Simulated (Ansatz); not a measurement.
**P under changes of volume**

One of the cells (16.144 Å³/atom); the others are scaled copies at fixed shape and fractional positions:

```
P
1.0
     1.72573    0.99635    3.12968
    -1.72573    0.99635    3.12968
     0.00000   -1.99270    3.12968
P
2
Direct
  0.77292 0.77292 0.77292
  0.22708 0.22708 0.22708
```

This isn't the form of P at room conditions, which is orthorhombic.

| Item | Value |
| --- | --- |
| Program | Ansatz 0.2.0 |
| Functional | LDA |
| Potentials or basis | Ansatz PAW |
| Cutoff | 420 eV (not typed: the program's choice for these potentials) |
| k mesh | 9 × 9 × 9 |
| Occupations | fermi-dirac, width 0.05 eV |
| Spin | no spin polarisation |

```csv
volume (Å³/atom),energy over the lowest point (meV/atom),pressure (GPa),largest force (eV/Å)
15.175,3.66,2.9,0.590
15.498,0.00,0.7,0.440
15.821,0.66,-1.3,0.313
16.144,5.08,-3.0,0.192
16.467,?,?,?
16.789,23.41,-6.1,0.060
17.112,37.12,-7.5,0.178
```

Question: What does the run at 16.467 Å³/atom give?

Answer: Energy over the lowest point 12.64 meV/atom; pressure -4.6 GPa; largest force 0.065 eV/Å.

Worked out: A Birch-Murnaghan fit of order 3 (a polynomial in V^(-2/3)) to the other rows has its minimum at 15.61 Å³/atom with B0 = V·E''(V) = 96 GPa and B' = 3.8 at fixed shape and positions, which overstates the stiffness. It gives 12.73 meV/atom at 16.467 Å³/atom, against the run's 12.64, and -dE/dV = -4.6 GPa, against -4.6.

Energies are extrapolated to zero smearing.

Caveats: the PAW data sets come from PBE, with cores solved anew for the run's functional, which leaves a small shift of forces and pressure.
